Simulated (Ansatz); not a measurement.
# AlN (P6_3mc): the host for defect calculations

Aim: the runs on the perfect crystal AlN (P6_3mc) that a defect calculation needs first.

Method: plane-wave PAW DFT, PBEsol; relaxation of the host's cell and atoms; PAW set soft_1, in the first sound run; inputs show where later runs differ, in Ansatz 0.2.0.

**1. The starting structure**

It takes space group P6_3mc (No. 186, hexagonal). The conventional cell has a = 3.129 Å, b = 3.129 Å, c = 5.017 Å, α = 90.00°, β = 90.00°, γ = 120.00°. Al has 4 N at 1.90 to 1.91 Å nearest. Nearest to N lie 4 Al at 1.90 to 1.91 Å. Farther neighbours and most contacts between anions are not listed.

Coordinates:

```
Al N
1.0
     3.12859    0.00000    0.00000
    -1.56429    2.70944    0.00000
     0.00000    0.00000    5.01696
Al N
2 2
Cartesian
  1.5643 0.9031 2.5049
  0.0000 1.8063 5.0134
  1.5643 0.9031 4.4185
  0.0000 1.8063 1.9100
```

**2. Host cell relaxation**

Lattice and positions are set free, within the symmetry that the program keeps.

Contents of cell/input.yaml:

```yaml
crystal:
  lattice:
    - [3.1285881, 0.0, 0.0]
    - [-1.5642941, 2.7094368, 0.0]
    - [0.0, 0.0, 5.016955]
  atoms:
    - { symbol: Al, position: [0.66666667, 0.33333333, 0.499287] }
    - { symbol: Al, position: [0.33333333, 0.66666667, 0.999287] }
    - { symbol: "N", position: [0.66666667, 0.33333333, 0.880713] }
    - { symbol: "N", position: [0.33333333, 0.66666667, 0.380713] }
basis:
  ecutwfc: 420
  xc_grid: 2
hamiltonian:
  xc: pbesol
  pseudopotentials: { kind: paw, azcp: { folder: soft_1 }, xc_functional: pbe }
kpoints:
  mp_grid: { grid: [10, 10, 6] }
scf:
  occupations: { method: fixed }
  max_iter: 100
relax:
  f_tol: 0.005
  max_steps: 60
  cell: {}
output:
  forces: true
  stress: true
checkpoint:
  write: "../cell.run"
  compress: false
  write_wavefunctions: false
  write_every: 100000
```

Launch:

```bash
ansatz run input.yaml --threads 32 --pin off --max-ram 84787MiB --backend cuda --events-out ev --progress --plain --runs-dir out --max-vram 78GiB
```

Numbers of over 12 decimals in the logs are rounded to 6 here.

Output:

```text
[... repeated set-up lines and file paths are left out, and long positions are rounded to six places ...]
Engine: ansatz 0.2.0, aarch64-unknown-linux-gnu
Pseudopotentials: kind: paw
Pseudopotential: Al, paw, valence charge 3, recommended cutoff 420 eV (normal), soft_1/Al.paw.azcp
Pseudopotential: N, paw, valence charge 5, recommended cutoff 420 eV (normal), soft_1/N.paw.azcp
Functional definition: PBEsol
  exchange = pbesol_x
  correlation = pbesol_c
[...]
Crystal: 4 atoms, lattice volume = 42.527 Å³
Basis set: ecut = 420 eV, 833 PW (Γ), exchange–correlation on 48×48×72 points (8 copies of the dense FFT grid, shifted against one another)
Bands: 12, of which v1, the nominal top of the filled ones, is band 8 counted from 1 (7 counted from 0)
Symmetry: 12 space group operations
Space group: P63mc (ITA 186), of the structure as read, at distance tolerance 3.5e-5 Å
k-points: 56 of 600 (time reversal used)
Non-local potential: Al, projectors of the file, l = 0: 2, l = 1: 2, l = 2: 1
Non-local potential: N, projectors of the file, l = 0: 2, l = 1: 2, l = 2: 1
PAW form: soft (Blöchl's): semilocal exchange-correlation on the pseudo side does not see the compensation charge
PAW frozen core: Al, regenerated for the run's functional, and the local potential with it (the file was generated under x = pbe(κ = 0.804, μ = 0.219515), c = pbe(β = 0.066725))
PAW frozen core: N, regenerated for the run's functional, and the local potential with it (the file was generated under x = pbe(κ = 0.804, μ = 0.219515), c = pbe(β = 0.066725))
PAW one-centre angular grid: Al, 110 points (default); XC on 64 Gauss nodes
PAW one-centre angular grid: N, 110 points (default); XC on 64 Gauss nodes
Initial density: superposition of atomic densities (chi_scale 0.1, normalization cell, long waves kept (reshape's long-wave potential 0.00 eV rms))
Initial wavefunctions: pseudopotential atomic-orbital guess
[...]
Functional: x = pbesol(κ = 0.804, μ = 0.123457), c = pbesol(β = 0.046)
SCF iter   1: F=—  HF=-1814.557047 eV  |Δ(HF+E_count)|=         —  Δρ=1.27e-1  dr2=8.60e0  Hψ=3644
preconditioner: auto → none  [insulator: Δε(μ)=5.225 eV  Ē_g=13.993 eV  n_scr=2 (ndim 8)  ℏωp=22.8 eV  f_vac=0.000  ε∞_Penn≈3.6]
SCF iter   2: F=—  HF=-1812.338241 eV  |Δ(HF+E_count)|=    2.22e0  Δρ=7.34e-2  dr2=1.37e0  Hψ=1952
[...]
SCF iter   7: F=-1811.918512 eV  HF=-1811.918512 eV  |Δ(HF+E_count)|=   8.08e-9  Δρ=3.08e-6  dr2=1.58e-9  Hψ=2447
SCF 1 converged in 7 iterations: F = -1811.918512 eV  dr2 = 1.58e-9
  greatest PAW one-centre occupation: 0.786 electrons in one spin orbital (limit 2), on the N atom at site 3 (counted from 0), in its partial waves of l = 0
relax step   1: F+E_penalty+E_count = -1811.91851187 eV  Δ(F+E_penalty+E_count) = +0.000e0 eV  max|allowed force component| = 6.017e-3 eV/Å  Δτ_max = 0.0000 Å  P = -3.168 GPa  Ω = 42.527 Å³  (7 SCF iters, dr2 threshold 1.00e-7 eV, accepted)
[... the SCF cycles and remarks between the steps are left out from here to the last step ...]
relax step   2: F+E_penalty+E_count = -1811.92433892 eV  Δ(F+E_penalty+E_count) = -5.827e-3 eV  max|allowed force component| = 6.283e-3 eV/Å  Δτ_max = 0.0007 Å  P = -1.560 GPa  Ω = 42.176 Å³  energy of the carried Pulay correction = +6.009e-4 eV  (4 SCF iters, dr2 threshold 4.00e-7 eV, accepted)
relax step   3: F+E_penalty+E_count = -1811.92652539 eV  Δ(F+E_penalty+E_count) = -2.186e-3 eV  max|allowed force component| = 2.368e-3 eV/Å  Δτ_max = 0.0006 Å  P = +0.035 GPa  Ω = 41.842 Å³  energy of the carried Pulay correction = +1.177e-3 eV  (4 SCF iters, dr2 threshold 4.00e-7 eV, accepted)
[...]
iter 1 solved again at ethr=8.04e-9 eV; its pass at ethr=3.10e-3 eV (dr2=1.29e-6 eV) is discarded
SCF iter   1: F=—  HF=-1811.925457 eV  |Δ(HF+E_count)|=         —  Δρ=6.95e-5  dr2=3.41e-7  Hψ=5748
[...]
SCF iter   2: F=—  HF=-1811.925428 eV  |Δ(HF+E_count)|=   2.89e-5  Δρ=3.24e-5  dr2=9.34e-8  Hψ=1120
SCF iter   3: F=—  HF=-1811.925428 eV  |Δ(HF+E_count)|=   1.08e-7  Δρ=1.39e-5  dr2=1.51e-8  Hψ=1029
SCF iter   4: F=—  HF=-1811.925428 eV  |Δ(HF+E_count)|=   2.12e-8  Δρ=9.67e-7  dr2=1.01e-10  Hψ=1084
SCF iter   5: F=-1811.925428 eV  HF=-1811.925428 eV  |Δ(HF+E_count)|=  1.50e-10  Δρ=2.44e-7  dr2=5.57e-12  Hψ=3999
SCF 4 converged in 5 iterations: F = -1811.925428 eV  dr2 = 5.57e-12
relax step   4: F+E_penalty+E_count = -1811.92542837 eV  Δ(F+E_penalty+E_count) = +1.097e-3 eV  max|allowed force component| = 2.387e-3 eV/Å  Δτ_max = 0.0000 Å  P = -0.020 GPa  Ω = 41.842 Å³  stress off target by 2.17e-2 GPa  SCF on the basis re-selected at this cell (its energy is not comparable with the rows above)  (5 SCF iters)
basis re-selected at this cell: Δ(F+E_penalty+E_count) = +1.097e-3 eV, ΔP = -0.055 GPa vs the last step (what re-selecting the basis moved, of the pressure what is left beyond the Pulay correction that the steps carried, after the strain that the cell walked [...]
SCF converged after 5 iterations
Free energy (F): -1811.925428 eV
Harris-Foulkes:  -1811.925428 eV  (|F-HF|=1.11e-11)
Internal energy: -1811.925428 eV  (E = F + TS)
E sigma→0 (E₀):  -1811.925428 eV
Fermi energy:    7.033609 eV
--- Per-component energies (eV) ---
  E_band       = 28.451425
  E_kinetic    = 311.969992
  E_local      = -418.982558  (includes V_loc(G=0)·N_el)
  E_nonlocal   = 89.682408
  E_hartree    = 153.510501
  E_xc         = -195.984128
  E_vxc        = -213.006687  (∫ρ·V_xc dr)
  E_paw        = -1160.730401  (= ΣΔE_a)
  E_vpaw       = -48.234416  (= ΣTr[D̂ρ^β])
  E_aug_tail   = 0.001678  (compensation charges beyond the density's cutoff)
  E_ewald      = -591.487397
  E_core_change = 0.094476  (= ΣΔE_core)
  E_smearing   = -0.000000  (= −TS)
  E_closure    = -0.000000  (closes the sum)
  Σ components = -1811.925428   (vs F -1811.925428, Δ=0.00e0)
--- Forces (eV/Å), atoms counted from 1 ---
  atom   1  Al     0.00000000     0.00000000    -0.00238719
  atom   2  Al    -0.00000000    -0.00000000    -0.00238719
  atom   3  N      0.00000000    -0.00000000     0.00238643
  atom   4  N     -0.00000000     0.00000000     0.00238643
  max |Σ_I F_I| component: 1.52e-6 eV/Å
--- Stress (GPa, compression-positive) ---
       -0.021658       0.000000       0.000000
        0.000000      -0.021658       0.000000
        0.000000       0.000000      -0.015229
  P = ⅓ Tr σ = -0.0195 GPa (-0.195 kbar)
--- Band table (eV; the first three rows and the last of 56) ---
  k-point 0: bands = [... 4 lower, 6.1582, 6.8112, 6.8112, 7.0336, 11.1302, 13.5763, 17.5234, 18.0476]
  k-point 1: bands = [... 4 lower, 6.1996, 6.4221, 6.7649, 6.7649, 11.6301, 13.6438, 17.3475, 18.0159]
  [... further k-points left out ...]
--- Relaxed structure (3 steps of the walk, 3 accepted, 1 SCFs on fresh bases) ---
  F+E_penalty+E_count = -1811.92542837 eV   max|allowed force component| = 2.387e-3 eV/Å   (the final SCF, on the basis selected at the relaxed cell)
  cell:  # Å, volume = 41.8416 Å³
    - [3.113607, 2.8729285943171094e-8, 0.0]
    - [-1.556804, 2.696463, 0.0]
    - [0, 0.0, 4.983677]
  atoms:
    - { symbol: Al, position: [0.666667, 0.333333, 0.499034] }
    - { symbol: Al, position: [0.333333, 0.666667, 0.999034] }
    - { symbol: N, position: [0.666667, 0.333333, 0.880966] }
    - { symbol: N, position: [0.333333, 0.666667, 0.380966] }
```

The job ended after 1.7 s (1 × NVIDIA GB200 with 32 threads of Arm Neoverse V2, shared host; peak memory 1 GiB; 7 s of CPU time).

Step by step:

```
step  energy less that of the first step (eV)  largest force component (eV/Å)  pressure (GPa)  volume (Å³)
   1                                   0.0000                          0.0060           -3.17        42.53
   2                                  -0.0058                          0.0063           -1.56        42.18
   3                                  -0.0080                          0.0024            0.04        41.84
  4*                                  -0.0069                          0.0024           -0.02        41.84
```

Relaxation steps marked * repeat the geometry before them on a plane-wave basis chosen anew for their cell, so energy and pressure can jump there.

Forces are held to the 12 operations that the run works with; a distortion that breaks them can't arise in this run.

```
conventional cell, symmetrised  before  after  change
                         a (Å)   3.129  3.114  -0.5 %
                         b (Å)   3.129  3.114  -0.5 %
                         c (Å)   5.017  4.984  -0.7 %
              volume (Å³/atom)   10.63  10.46  -1.6 %
```

The relaxed structure:

```xyz
4
Lattice="3.1136 0.0000 0.0000 -1.5568 2.6965 0.0000 0.0000 0.0000 4.9837" Properties=species:S:1:pos:R:3 pbc="T T T"
Al    1.5568    0.8988    2.4870
Al    0.0000    1.7977    4.9788
N     1.5568    0.8988    4.3905
N     0.0000    1.7977    1.8986
```

Numbers from this step:

```yaml
pressure: -0.01951 GPa
```

The relaxation ends with a largest force component of 0.0024 eV/Å and a pressure of -0.02 GPa.

**3. Dielectric tensors of the host**

The response to a uniform electric field gives the electronic dielectric tensor.

This step: plane-wave PAW DFPT, PBEsol; dielectric tensors, Born charges and zone-centre modes of the host; PAW set soft_1 (Ansatz 0.2.0).

Contents of eps/input.yaml:

```yaml
crystal:
  lattice:
    - [3.1136073585, 2.87e-08, 0.0]
    - [-1.5568037041, 2.6964630555, 0.0]
    - [0.0, 0.0, 4.9836767961]
  atoms:
    - { symbol: Al, position: [0.6666666667, 0.3333333333, 0.4990341637] }
    - { symbol: Al, position: [0.3333333333, 0.6666666667, 0.9990341637] }
    - { symbol: "N", position: [0.6666666667, 0.3333333333, 0.8809658363] }
    - { symbol: "N", position: [0.3333333333, 0.6666666667, 0.3809658363] }
basis:
  ecutwfc: 420
hamiltonian:
  xc: pbesol
  pseudopotentials: { kind: paw, azcp: { folder: soft_1 }, xc_functional: pbe }
kpoints:
  mp_grid: { grid: [9, 9, 5] }
scf:
  occupations: { method: fixed }
  max_iter: 100
phonons:
  method: dfpt
  dielectric: true
  rigid_motions: translations
```

Output:

```text
[...]
Crystal: 4 atoms, lattice volume = 41.842 Å³
Basis set: ecut = 420 eV, 809 PW (Γ), exchange–correlation on 48×48×72 points (8 copies of the dense FFT grid, shifted against one another)
Bands: 12, of which v1, the nominal top of the filled ones, is band 8 counted from 1 (7 counted from 0)
Symmetry: 12 space group operations
k-points: 115 of 405 (irreducible under 2 space group operations, time reversal used)
[...]
SCF iter   1: F=—  HF=-1814.635252 eV  |Δ(HF+E_count)|=         —  Δρ=1.30e-1  dr2=8.74e0  Hψ=7440
[...]
SCF iter   2: F=—  HF=-1812.336179 eV  |Δ(HF+E_count)|=    2.30e0  Δρ=7.33e-2  dr2=1.32e0  Hψ=3991
[...]
SCF iter   9: F=-1811.925442 eV  HF=-1811.925442 eV  |Δ(HF+E_count)|=  4.55e-11  Δρ=4.74e-8  dr2=4.89e-13  Hψ=5317
SCF 1 converged in 9 iterations: F = -1811.925442 eV  dr2 = 4.89e-13
[...]
the response reads at least the filled bands of the reference SCF and the lowest empty band at each k-point, and that SCF's band table does not vouch for those bands. The notice of the band table in this run's record says why
[...]
NSCF: frozen V_eff on 1 k-points
[...]
NSCF: frozen V_eff on 36 k-points, pencils in batches of 32, up to order 48
[...]
DFPT response loops at q = (0, 0, 0) (fractional): preconditioner auto → none (the input reference at scf.mixing.eps_inf says where Resta's filter doesn't serve); β = 0.50; Anderson in place of MSR1; [...]
[...]
DFPT response loops at Γ: preconditioner auto → none (the input reference at scf.mixing.eps_inf says where Resta's filter doesn't serve); β = 0.50; Broyden in place of MSR1
── the response to a field inside a basis, on 10×10×6 k-points: an SCF that follows is theirs, and a resumed run solves both again ──
[...]
Bands: 9, of which v1, the nominal top of the filled ones, is band 8 counted from 1 (7 counted from 0)
k-points: 90 of 600 (irreducible under 4 space group operations, time reversal used)
[...]
Eigensolver: Dense (90 Hₖ)
SCF iter   1: F=—  HF=-1811.925016 eV  |Δ(HF+E_count)|=         —  Δρ=2.27e-4  dr2=3.19e-6
[...]
SCF iter   4: F=-1811.925019 eV  HF=-1811.925019 eV  |Δ(HF+E_count)|=   4.26e-8  Δρ=3.50e-6  dr2=1.46e-9
SCF 1 converged in 4 iterations: F = -1811.925019 eV  dr2 = 1.46e-9
[...]
SCF converged after 9 iterations
Free energy (F): -1811.925442 eV
[...]
Internal energy: -1811.925442 eV  (E = F + TS)
E sigma→0 (E₀):  -1811.925442 eV
Fermi energy:    7.033630 eV
[...]
--- Band table (eV; the first three rows and the last of 115) ---
  k-point 0: bands = [... 4 lower, 6.1582, 6.8113, 6.8113, 7.0336, 11.1302, 13.5763, 17.5234, 18.0476]
  k-point 1: bands = [... 4 lower, 6.2173, 6.2173, 6.7454, 6.7454, 11.8098, 13.6665, 17.2838, 18.0120]
  [... further k-points left out ...]
--- Phonons (Γ-DFPT): 4 representative perturbations + reference (Σ response iterations 20) ---
  k mesh reduced under 2 symmetry operations, with k and −k counted as one. Each operation leaves every solved perturbation unchanged. A smaller set is not considered because the run solves the response to a homogeneous field
  ASR residual: 1.620e-4 → 0.000e0 eV/Å²; symmetrization residual: 4.257e-7 eV/Å²
  ASR residual per site (eV/Å²): 1.62e-4 1.62e-4 7.92e-5 7.92e-5
  Γ frequencies (cm⁻¹): 0.00 0.00 0.00 234.93 234.93 542.18 606.42 651.64 651.64 662.93 662.93 712.94
  ε∞ (high-frequency dielectric tensor):
        4.495803     0.000000     0.000000
        0.000000     4.495803     0.000000
        0.000000     0.000000     4.728151
  ε⁰ (static dielectric tensor: ions relaxed, cell fixed):
        8.198581     0.000000     0.000000
        0.000000     8.198581     0.000000
        0.000000     0.000000     9.741989
  ε⁰ − ε∞ (ionic part):
        3.702778     0.000000     0.000000
        0.000000     3.702778     0.000000
        0.000000     0.000000     5.013838
  softest optical mode at Γ: 234.93 cm⁻¹; the repairs (sum rule, projections) moved no ω² at Γ by more than (1.32 cm⁻¹)²
  Born effective charges Z* (e; rows j = field, columns β = displacement):
    site 0:
         2.52572    0.00000   -0.00000
         0.00000    2.52572   -0.00000
         0.00000   -0.00000    2.68851
    site 1:
         2.52572    0.00000   -0.00000
         0.00000    2.52572   -0.00000
         0.00000    0.00000    2.68851
    site 2:
        -2.52572   -0.00000    0.00000
        -0.00000   -2.52572    0.00000
        -0.00000    0.00000   -2.68851
    site 3:
        -2.52572   -0.00000   -0.00000
        -0.00000   -2.52572    0.00000
         0.00000   -0.00000   -2.68851
  Z* charge neutrality: 8.132e-4 e pre-enforcement
  solved inside a basis spanned on kpoints, on 10×10×6 k-points, its susceptibility summed on 16×16×10: ε∞ is read to err by 1.3e-2, Z* by 1.0e-2 e (field_mesh: kpoints solves on kpoints); Z* is corrected for what the basis lacks
  optical modes at Γ without the LO–TO term, one row a degenerate level:
      ω (cm⁻¹)  modes    IR ((D/Å)²/amu)
        234.93      2             0.0000
        542.18      1             0.0000
        606.42      1            36.1714
        651.64      2             0.0000
        662.93      2            63.8475
        712.94      1             0.0000
  optical modes at Γ + LO–TO along q̂ = [1.0000, 0.0000, 0.0000]:
      ω (cm⁻¹)  modes    IR ((D/Å)²/amu)
        234.93      2             0.0000
        542.18      1             0.0000
        606.42      1            36.1714
        651.64      2             0.0000
        662.93      1            31.9238
        712.94      1             0.0000
        895.23      1            31.9238
  optical modes at Γ + LO–TO along q̂ = [0.0000, 1.0000, 0.0000]:
      ω (cm⁻¹)  modes    IR ((D/Å)²/amu)
        234.93      2             0.0000
        542.18      1             0.0000
        606.42      1            36.1714
        651.64      2             0.0000
        662.93      1            31.9238
        712.94      1             0.0000
        895.23      1            31.9238
  optical modes at Γ + LO–TO along q̂ = [0.0000, 0.0000, 1.0000]:
      ω (cm⁻¹)  modes    IR ((D/Å)²/amu)
        234.93      2             0.0000
        542.18      1             0.0000
        651.64      2             0.0000
        662.93      2            63.8475
        712.94      1             0.0000
        870.47      1            36.1714
```

Run time: 5.9 s. Hardware: 1 × NVIDIA GB200 with 32 threads; peak memory 1.4 GiB.

Reading the cycles: dr2 is the Hartree energy of the density residual (eV), the measure of convergence; HF is the Harris–Foulkes estimate of the energy, which meets the free energy F at convergence.

Electronic dielectric tensor:

```
4.50 0.00 0.00
0.00 4.50 0.00
0.00 0.00 4.73
```

Static dielectric tensor:

```
8.20 0.00 0.00
0.00 8.20 0.00
0.00 0.00 9.74
```

The principal values of the electronic dielectric tensor are 4.50, 4.50 and 4.73. The principal values of the static dielectric tensor are 8.20, 8.20 and 9.74.

[end of part 1 of 3]

[Logs are printed without paths, hosts, clocks, repeated set-up lines and the standing remarks that a program may print on its own settings, such as how far it seeks lower states.]

[Hosts, paths, dates, database ids (printed as entryN), source tags and the programs' standing remarks are cut or masked in the printed files.]

[Runs of the host that timed out are not shown.]

[For some hosts the program warned that the k-mesh of the response run may be too coarse for force constants and the static dielectric constant; such warnings are not always shown.]
